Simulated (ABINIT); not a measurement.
# Sb (R-3m) in ABINIT: settings compared, part 2 of 2

ABINIT 10.8.3 (patched build). Earlier steps stand in the parts before.

## Step 4: Band structure, HCTH407

Input file run.abi:

```
# Datasets: ground state, then fixed potential
ndtset 2

# Pseudopotentials
pp_dirpath "./"
pseudos "Sb.GGA_PBE-JTH.xml"

# Structure
acell 8.5163565957 8.5163565957 8.5163565957
rprim
     0.4780034715     0.2759754330     0.8338766345
    -0.4780034715     0.2759754330     0.8338766345
     0.0000000000    -0.5519508659     0.8338766345
ntypat 1
znucl 51
natom 2
typat 1 1
xred
     0.7665100000     0.7665100000     0.7665100000
     0.2334900000     0.2334900000     0.2334900000

# Plane-wave basis
ecut 15.0
pawecutdg 30.0

# Exchange and correlation
ixc 27

# Bands and occupations
occopt 3
tsmear 0.05 eV

# SCF cycle
nstep 100

# Output
iomode 3
prtwf 0
prteig 0
prtebands 0
enunit 1
prtden1 1
prtvha1 1
prtvclmb1 1
prtpot1 1

# Dataset 1
kptopt1 1
ngkpt1 8 8 8
nshiftk1 1
shiftk1 0.0 0.0 0.0
nband1 19
tolvrs1 1.0e-9

# Dataset 2: bands along G-L-B1
iscf2 -2
getden2 1
nband2 23
nbdbuf2 2
tolwfr2 1.0e-12
kptopt2 -2
ndivsm2 6
prteig2 1
kptbounds2
     0.0000000000     0.0000000000     0.0000000000
     0.5000000000     0.0000000000     0.0000000000
     0.5000000000     0.2396873643    -0.2396873643
```

The run is started by

```console
abinit run.abi > log 2>&1
```

Run time: 72 s. Hardware: 1 thread of Arm Neoverse V1, shared host; peak memory 0.15 GiB.

Results (log left out):

```
Free energy                                           : -4533.3255 eV
Largest force                                         : 0.107 eV/Å
Band gap on the k mesh                                : none (metal or under the smearing width)
Valence electrons inside the program's atomic spheres : Sb 12.49 (radii [1.2705] Å)
```

Forces on the atoms (eV/Å):
```
Sb   0.000  0.000  0.107
Sb   0.000  0.000 -0.107
```

Levels at the corners of the path, in eV from the Fermi level:
| point | band 13 | band 14 | band 15 | band 16 | band 17 | band 18 |
| --- | --- | --- | --- | --- | --- | --- |
| Γ | -2.22 | -1.99 | -1.99 | 1.96 | 2.55 | 2.55 |
| L | -2.11 | -1.97 | -0.44 | -0.21 | 0.21 | 0.41 |
| B1 | -5.01 | -4.87 | -0.93 | 0.60 | 4.66 | 4.72 |

Caveat: the cutoff is too short for stress, so the log's stress isn't used; the PAW data sets were made with another functional, which shifts forces and pressure a little; spin-orbit coupling is left out, which moves the levels of the heavy elements.

## Step 5: Band structure, SOGGA

Changes to run.abi since step 4:

```diff
@@ -26,3 +26,3 @@
 # Exchange and correlation
-ixc 27
+ixc -150130
 
@@ -61,3 +61,3 @@
 kptopt2 -2
-ndivsm2 6
+ndivsm2 5
 prteig2 1
```

Potentials or basis: JTH PAW PBE v2.0.

The run is started by

```console
abinit run.abi > log 2>&1
```

run.abo:

```text
.Version 10.8.3 of ABINIT
 DATASET    1 : space group R-3 m (#166); Bravais hR (rhombohedral)
================================================================================
 Values of the parameters that define the memory need for DATASET  1.
     intxc =       0    ionmov =       0      iscf =      17    lmnmax =      18
     lnmax =       6     mgfft =      30  mpssoang =       3    mqgrid =    3001
     natom =       2  nloc_mem =       2    nspden =       1   nspinor =       1
    nsppol =       1      nsym =      12    n1xccc =       1    ntypat =       1
    occopt =       3   xclevel =       2
       mpw =        1147          nfft =       27000          nkpt =          65
 PAW method is used; the additional fine FFT grid is defined by:
   mgfftf=        45    nfftf =     91125
================================================================================
================================================================================

 DATASET    2 : space group R-3 m (#166); Bravais hR (rhombohedral)
================================================================================
 Values of the parameters that define the memory need for DATASET  2.
     intxc =       0    ionmov =       0      iscf =      -2    lmnmax =      18
     lnmax =       6     mgfft =      30  mpssoang =       3    mqgrid =    3001
     natom =       2  nloc_mem =       2    nspden =       1   nspinor =       1
    nsppol =       1      nsym =      12    n1xccc =       1    ntypat =       1
    occopt =       3   xclevel =       2
       mpw =        1140          nfft =       27000          nkpt =          12
 PAW method is used; the additional fine FFT grid is defined by:
   mgfftf=        45    nfftf =     91125
================================================================================
================================================================================

--------------------------------------------------------------------------------
------------- Echo of variables that govern the present computation ------------
--------------------------------------------------------------------------------
 -outvars: echo values of preprocessed input variables --------
            acell      8.5163565957E+00  8.5163565957E+00  8.5163565957E+00 Bohr
              amu      1.21753000E+02
             ecut      1.50000000E+01 Hartree
           enunit           1
           getden1          0
           getden2          1
             iscf1         17
             iscf2         -2
                       outvar_i_n : Printing only first  50 k-points.
              ixc     -150130
           jdtset        1    2
                       outvar_i_n : Printing only first  50 k-points.
           kptopt1          1
           kptopt2         -2
         kptrlatt        8    0    0      0    8    0      0    0    8
          kptrlen1     6.51335683E+01
          kptrlen2     3.00000000E+01
            natom           2
            nband1         19
            nband2         23
           nbdbuf1          0
           nbdbuf2          2
           ndtset           2
           ndivsm1          0
           ndivsm2          5
            ngfft          30      30      30
          ngfftdg          45      45      45
             nkpt1         65
             nkpt2         12
            nstep         100
             nsym          12
           ntypat           1
                       prtocc : prtvol=0, do not print more k-points.
           occopt           3
        pawecutdg      3.00000000E+01 Hartree
         pawxcdev           0
[... 346 lines left out ...]
  3.06E-13  3.27E-13  8.02E-13  6.51E-13  8.10E-13  5.48E-13  3.63E-11
 -8.2732E-01 -8.2524E-01 -8.2423E-01 -8.2420E-01 -8.2296E-01 -8.2258E-01
 -8.2205E-01 -8.2160E-01 -8.2073E-01 -8.1902E-01 -1.1083E-01 -8.2012E-02
  6.4505E-02  6.9725E-02  2.2300E-01  2.7450E-01  4.1510E-01  4.1776E-01
  4.7048E-01  4.7702E-01  6.3722E-01  6.4056E-01  6.4983E-01

--- !ResultsGS
iteration_state: {dtset: 2, }
comment   : Summary of ground state results
lattice_vectors:
- [  4.0708480,   2.3503052,   7.1015908, ]
- [ -4.0708480,   2.3503052,   7.1015908, ]
- [  0.0000000,  -4.7006104,   7.1015908, ]
lattice_lengths: [   8.51636,    8.51636,    8.51636, ]
lattice_angles: [ 57.110,  57.110,  57.110, ] # degrees, (23, 13, 12)
lattice_volume:   4.0767684E+02
convergence: {deltae:  0.000E+00, res2:  0.000E+00, residm:  9.978E-13, diffor:  0.000E+00, }
etotal    :  -1.65102196E+02
entropy   :   0.00000000E+00
fermie    :   2.51666533E-01
cartesian_stress_tensor: null
pressure_GPa: null
xred      :
- [  7.6651E-01,   7.6651E-01,   7.6651E-01, Sb]
- [  2.3349E-01,   2.3349E-01,   2.3349E-01, Sb]
cartesian_forces: null
force_length_stats: {min: null, max: null, mean: null, }
...

 Integrated electronic density in atomic spheres:
 ------------------------------------------------
 Atom  Sphere_radius  Integrated_density
    1        2.40089         12.42591772
    2        2.40089         12.42591772

================================================================================

 ----iterations are completed or convergence reached----

 Mean square residual over all n,k,spin=   53.294E-14; max=  99.776E-14
 reduced coordinates (array xred) for    2 atoms
       0.766510000000      0.766510000000      0.766510000000
       0.233490000000      0.233490000000      0.233490000000

 cartesian coordinates (angstrom) at end:
    1      0.00000000000000     0.00000000034544     8.64163373399206
    2      0.00000000000000     0.00000000010523     2.63236625816989
 length scales=  8.516356595700  8.516356595700  8.516356595700 bohr
              =  4.506661827311  4.506661827311  4.506661827311 angstroms
 Eigenvalues (   eV  ) for nkpt=  12  k points:
 kpt#   1, nband= 23, wtk=  1.00000, kpt=  0.0000  0.0000  0.0000 (reduced coord)
 -22.54018  -22.54018  -22.45576  -22.45576  -22.43311  -22.34122  -22.34122  -22.33711
 -22.25586  -22.25586   -5.94229    2.01821    4.73221    5.01221    5.01221    8.84507
   9.49132    9.49132   11.84225   11.84225   11.97532   13.13882   13.78573
 kpt#   2, nband= 23, wtk=  1.00000, kpt=  0.0833  0.0000  0.0000 (reduced coord)
 -22.53737  -22.53618  -22.45439  -22.45343  -22.43134  -22.34306  -22.34246  -22.33882
 -22.25999  -22.25885   -5.86515    1.66415    4.76553    4.99173    5.13648    8.82671
   9.26758    9.30714   11.43825   11.78791   11.84934   13.79255   14.28746
 kpt#   3, nband= 23, wtk=  1.00000, kpt=  0.1667  0.0000  0.0000 (reduced coord)
 -22.52935  -22.52450  -22.45062  -22.44667  -22.42604  -22.34847  -22.34742  -22.34262
 -22.27185  -22.26738   -5.63463    0.83237    4.77261    4.94318    5.42950    8.56160
   8.76490    8.82472   11.21447   11.77353   12.14262   15.07986   15.43191
 kpt#   4, nband= 23, wtk=  1.00000, kpt=  0.2500  0.0000  0.0000 (reduced coord)
 -22.51741  -22.50607  -22.44539  -22.43617  -22.41730  -22.35746  -22.35707  -22.34676
 -22.28984  -22.28008   -5.25384   -0.18357    4.78691    4.89386    5.70750    8.01563
   8.13846    8.24712   11.58708   12.26181   12.81801   16.73209   16.91775
 kpt#   5, nband= 23, wtk=  1.00000, kpt=  0.3333  0.0000  0.0000 (reduced coord)
[... 17 lines left out ...]
 -22.34963  -22.29766   -3.30826   -2.75987    3.03849    4.35412    5.21571    7.05210
   8.94236    9.66127   13.37583   13.75597   15.22699   15.49348   18.64710
 kpt#  10, nband= 23, wtk=  1.00000, kpt=  0.5000  0.1438 -0.1438 (reduced coord)
 -22.50918  -22.43186  -22.41790  -22.41345  -22.41041  -22.39873  -22.37339  -22.35677
 -22.34661  -22.29053   -3.00330   -2.72328    2.21946    3.30853    5.46292    7.22622
  10.52316   10.83820   12.56340   12.79678   15.89748   16.03730   18.56633
 kpt#  11, nband= 23, wtk=  1.00000, kpt=  0.5000  0.1917 -0.1917 (reduced coord)
 -22.51278  -22.44267  -22.42215  -22.42177  -22.40576  -22.38266  -22.37459  -22.35937
 -22.33963  -22.28675   -2.79068   -2.62023    1.76817    2.46153    5.76490    7.39412
  11.42441   11.66780   12.31457   12.33875   16.57070   17.23101   17.80424
 kpt#  12, nband= 23, wtk=  1.00000, kpt=  0.5000  0.2397 -0.2397 (reduced coord)
 -22.51261  -22.45601  -22.42857  -22.42761  -22.39393  -22.38341  -22.36924  -22.35682
 -22.33321  -22.28659   -3.01597   -2.23166    1.75526    1.89731    6.06821    7.46943
  11.29545   11.36791   12.80252   12.98046   17.33965   17.43054   17.68271

== END DATASET(S) ==============================================================
================================================================================

 -outvars: echo values of variables after computation  --------
            acell      8.5163565957E+00  8.5163565957E+00  8.5163565957E+00 Bohr
           etotal1    -1.6510219647E+02
            fcart1    -5.2919587923E-20 -1.5721070780E-19 -2.7939454467E-03
                       5.2919587923E-20  1.5721070780E-19  2.7939454467E-03
            rprim      4.7800347150E-01  2.7597543300E-01  8.3387663450E-01
                      -4.7800347150E-01  2.7597543300E-01  8.3387663450E-01
                       0.0000000000E+00 -5.5195086590E-01  8.3387663450E-01
           strten1     2.5251773498E-05  2.5251771984E-05  4.5658637661E-05
                      -3.7021440431E-13  0.0000000000E+00  0.0000000000E+00
           xangst      1.1247695150E-16  3.4544035599E-10  8.6416337340E+00
                       8.6163867615E-19  1.0522616735E-10  2.6323662582E+00
             xred      7.6651000000E-01  7.6651000000E-01  7.6651000000E-01
                       2.3349000000E-01  2.3349000000E-01  2.3349000000E-01
 Calculation completed.
```

It took 60 s on 1 thread of Arm Neoverse V1, shared host; peak memory 0.15 GiB.

What came out:

```yaml
Free_energy: -4492.6596 eV
Largest_force: 0.144 eV/Å
Band_gap_on_the_k_mesh: none (metal or under the smearing width)
Valence_electrons_inside_the_program's_atomic_spheres: Sb 12.43 (radii [1.2705] Å)
```

Forces in eV/Å, atoms in the order of the input:
```
Sb   0.000  0.000 -0.144
Sb   0.000  0.000  0.144
```

Levels at the corners of the path, in eV from the Fermi level:
| point | band 12 | band 13 | band 14 | band 15 | band 16 | band 17 | band 18 | band 19 |
| --- | --- | --- | --- | --- | --- | --- | --- | --- |
| Γ | -4.83 | -2.12 | -1.84 | -1.84 | 2.00 | 2.64 | 2.64 | 4.99 |
| L | -9.69 | -1.99 | -1.88 | -0.34 | -0.32 | 0.07 | 0.43 | 7.40 |
| B1 | -9.08 | -5.09 | -4.95 | -0.78 | 0.62 | 4.45 | 4.52 | 5.95 |

Caveat: the cutoff is too short for stress, so the log's stress isn't used; the PAW data sets were made with another functional, which shifts forces and pressure a little; spin-orbit coupling is left out, which moves the levels of the heavy elements.

## Step 6: Band structure, LDA-PZ

Changes to run.abi since step 5:

```diff
@@ -5,6 +5,6 @@
 pp_dirpath "./"
-pseudos "Sb.GGA_PBE-JTH.xml"
+pseudos "Sb.LDA_PW-JTH.xml"
 
 # Structure
-acell 8.5163565957 8.5163565957 8.5163565957
+acell 4.5066618304 4.5066618304 4.5066618304 Angstrom
 rprim
@@ -26,3 +26,3 @@
 # Exchange and correlation
-ixc -150130
+ixc 2
 
@@ -40,7 +40,3 @@
 prtebands 0
-enunit 1
 prtden1 1
-prtvha1 1
-prtvclmb1 1
-prtpot1 1
 
@@ -61,4 +57,5 @@
 kptopt2 -2
-ndivsm2 5
+ndivsm2 8
 prteig2 1
+prtvol2 -3
 kptbounds2
```

Potentials or basis: JTH PAW LDA v2.0.

The run is started by

```console
abinit run.abi > log 2>&1
```

Wall time 53 s (1 thread of Arm Neoverse V1, shared host); peak memory 0.12 GiB.

Results (log left out):

- Free energy: -4505.4390 eV
- Largest force: 0.018 eV/Å
- Band gap on the k mesh: none (metal or under the smearing width)
- Valence electrons inside the program's atomic spheres: Sb 12.46 (radii [1.2705] Å)

Forces on the atoms (eV/Å):
```
Sb   0.000  0.000 -0.018
Sb   0.000  0.000  0.018
```

Levels at the corners of the path, in eV from the Fermi level:
| point | band 13 | band 14 | band 15 | band 16 | band 17 | band 18 |
| --- | --- | --- | --- | --- | --- | --- |
| Γ | -2.11 | -1.84 | -1.84 | 2.02 | 2.62 | 2.62 |
| L | -1.97 | -1.87 | -0.35 | -0.30 | 0.11 | 0.45 |
| B1 | -5.02 | -4.88 | -0.80 | 0.61 | 4.56 | 4.63 |

Caveat: the cutoff is too short for stress, so the log's stress isn't used; spin-orbit coupling is left out, which moves the levels of the heavy elements.

## Step 7: Summary

```tsv
level	potentials or basis	gap on the mesh (eV)	largest force (eV/Å)
PW91	JTH PAW PBE v2.0	none	0.15
HCTH407	JTH PAW PBE v2.0	none	0.11
SOGGA	JTH PAW PBE v2.0	none	0.14
LDA-PZ	JTH PAW LDA v2.0	none	0.02
```

Alike in all rows: task band structure; no spin polarisation; cell as given; k mesh 8 × 8 × 8; cutoff (eV) 408; smearing fermi-dirac 0.05 eV.

Caveats: spin-orbit coupling is left out, which moves the levels of the heavy elements; the PAW data sets were made with another functional, which shifts forces and pressure a little (some runs).

Total energies depend on the potentials used, so only differences within one code and one set of settings carry meaning.
